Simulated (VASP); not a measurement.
**From VASP inputs to Ansatz: KCl (rocksalt)**

INCAR

```
ISIF = 3
EDIFFG = -5E-3
SIGMA = 0.02
LASPH = .TRUE.
ENCUT = 600
NSW = 40
GGA = PS
IBRION = 2
LWAVE = .FALSE.
LREAL = .FALSE.
PREC = Accurate
ISMEAR = -1
NBANDS = 15
EDIFF = 1E-7
NELM = 120
LCHARG = .FALSE.
```

KPOINTS

```
KPOINTS created by Atomic Simulation Environment
0
Gamma
6 6 6
0 0 0
```

POSCAR

```
K  Cl
 1.0000000000000000
    -0.0000000000000000    3.1891679892388356    3.1891679892388356
     3.1891679892388356   -0.0000000000000000    3.1891679892388356
     3.1891679892388356    3.1891679892388356   -0.0000000000000000
 K   Cl
   1   1
Cartesian
 -0.0000000000000000 -0.0000000000000000  0.0000000000000000
  3.1891679892388356  3.1891679892388356  3.1891679892388356
```

VASP ran with the recommended PBE PAW datasets (16 valence electrons in the cell).

Translate these files to an Ansatz input.



```yaml
crystal:
  lattice:
    - [0.0, 3.1891679892, 3.1891679892]
    - [3.1891679892, 0.0, 3.1891679892]
    - [3.1891679892, 3.1891679892, 0.0]
  atoms:
    - { symbol: K, position: [0.0, 0.0, 0.0] }
    - { symbol: Cl, position: [0.5, 0.5, 0.5] }
kpoints:
  mp_grid: { grid: [6, 6, 6] }
hamiltonian:
  xc: pbesol
scf:
  occupations: { method: fermi_dirac, width: 0.02 }
relax:
  f_tol: 0.005
  cell: {}
```

Other inputs would serve too.

```tsv
	VASP	Ansatz
relaxed cell vector lengths	4.421, 4.421, 4.421 Å	4.415, 4.415, 4.415 Å
relaxed cell volume	61.11 Å³	60.84 Å³
```

Datasets and cutoffs are each program's own. VASP's cell holds 16 valence electrons and Ansatz's 16.
